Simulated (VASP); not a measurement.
Set up this calculation in VASP 6.6.1, as the native input.

```
Task                   : single point
Functional             : PBE
Potentials or basis    : VASP PAW PBE potentials, release 64 (Zr_sv, Si)
Cutoff                 : 520 eV
k mesh                 : 4 × 2 × 4
Occupations            : gaussian, width 0.1 eV
Spin                   : no spin polarisation
Dipole correction      : no
Further INCAR settings : ALGO = Fast; EDIFF = 1e-06; NBANDS = 29
```

The structure of ZrSi2 lies in POSCAR:

```
ZrSi2
1.0
    3.7423390000     -0.0376670000      0.0375710000
    1.9451360000     -7.5804360000     -0.0081140000
   -0.0370660000     -0.0135140000     -3.6175230000
Zr Si
2 4
Direct
    0.0750257137      0.8275511143      0.7532001984
    0.8722230569      0.2133146552      0.2799972405
    0.7117165195      0.5178984285      0.7031879752
    0.2295429376      0.5022917878      0.2623246797
    0.3432797635      0.2849640108      0.7783953733
    0.6239560818      0.7376043708      0.2152375347
```

The cell was built by a generator and needn't be a form met in nature.

One way to write it, as run:

INCAR

```
SYSTEM = ZrSi2
  PREC = Accurate
  ENCUT = 520
  EDIFF = 1E-6
  ISMEAR = 0
  SIGMA = 0.1
  LREAL = .False.
  LASPH = .True.
  NELM = 60
  ALGO = Fast
  ISIF = 2
  LWAVE = .False.
  LCHARG = .True.
  GGA = PE
  LELF = .True.
  LVHAR = .True.
  NBANDS = 29
```

KPOINTS

```
Automatic mesh
0
Gamma
  4 2 4
  0 0 0
```

Potentials or basis: VASP PAW PBE potentials, release 64 (Zr_sv, Si).

Run with:

```bash
$ cat potpaw_PBE.64/Zr_sv/POTCAR potpaw_PBE.64/Si/POTCAR > POTCAR
$ mpirun -np 1 vasp_std > vasp.out
```

Results of the run:

```yaml
Pressure: 7.3 GPa
Largest_force: 2.084 eV/Å
Band_gap_on_the_k_mesh: none (metal or under the smearing width)
```

Caveat: the k mesh is coarse (spacing up to 0.43 Å⁻¹), so the values aren't converged; forces of over 1 eV/Å show positions far from the minimum, so gaps and moduli don't describe the material at rest.

It took 2.1 min on 1 thread of Intel(R) Xeon(R) Platinum 8259CL CPU @ 2.50GHz (Skylake/Cascade Lake) (shared host), peak memory 0.22 GiB.
